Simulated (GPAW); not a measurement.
**PbSe in GPAW: convergence with k mesh**

Input of the first run (k mesh 2 × 2 × 2); the others differ in this setting and in those tied to it:

Contents of run.py:

```python
from ase.dft.bandgap import bandgap
from ase.io import read, write
from ase.units import GPa
from gpaw import GPAW, PW

atoms = read('POSCAR')

calc = GPAW(mode=PW(600),
            xc='LDA',
            kpts={'size': (2, 2, 2), 'gamma': True},
            occupations={'name': 'fermi-dirac', 'width': 0.05},
            nbands=19,
            convergence={'density': 1e-05, 'energy': 1e-05},
            maxiter=100,
            txt='gpaw.txt')
atoms.calc = calc
energy = atoms.get_potential_energy()
forces = atoms.get_forces()
stress = atoms.get_stress()
calc.write('gs.gpw')
write('result.traj', atoms)
print(f'Energy: {energy:.6f} eV')
print('Forces (eV/A):')
print(forces.round(4))
print('Stress (GPa):', (stress / GPa).round(3))
print('Fermi level:', round(calc.get_fermi_level(), 4), 'eV')
print(f'Gap: {bandgap(calc)[0]:.4f} eV, direct: {bandgap(calc, direct=True)[0]:.4f} eV')
```

File POSCAR:

```
PbSe
1.0
    3.7843220000      0.0000000000      0.0000000000
    0.0000000000      3.7843220000      0.0000000000
    0.0000000000      0.0000000000      3.7843220000
Pb Se
1 1
Direct
    0.0000000000      0.0000000000      0.0000000000
    0.5000000000      0.5000000000      0.5000000000
```

Potentials or basis: the program's PAW data sets (release 1.2.1) made for this functional, pw.

Run with:

```console
$ OMP_NUM_THREADS=1 python run.py
```

Measurements of this composition are mostly on another form, of space group No. 225.

Hardware: 1 thread of Arm Neoverse V1 (shared host).

```tsv
k mesh	energy less the tightest run, at zero smearing (meV/atom)	pressure (GPa)	gap on the mesh (eV)	SCF cycles	CPU time (s)	peak memory (GiB)
2 × 2 × 2	668.19	-2.07	0.000	11	4.7	0.14
3 × 3 × 3	1.09	-4.91	1.389	9	4.2	0.14
4 × 4 × 4	48.15	-4.11	0.000	10	8	0.14
5 × 5 × 5	12.14	-4.66	0.161	11	8.5	0.14
6 × 6 × 6	3.01	-4.94	0.000	11	15	0.15
8 × 8 × 8	-4.00	-4.96	0.000	10	23	0.17
9 × 9 × 9	0.00	-4.76	0.000	10	23	0.17
```

Against the tightest run, the gap on the mesh stays within 0.01 eV from 6 × 6 × 6 on. Not settled before the last step: the energy (to 1 meV/atom), the pressure (to 0.1 GPa). Meshes of other sizes hit other points, so gaps and Fermi surfaces needn't settle smoothly. The tightest run that finished is the yardstick and may itself not be fully converged.

The run has no spin-orbit coupling, so splittings on Pb are missing.
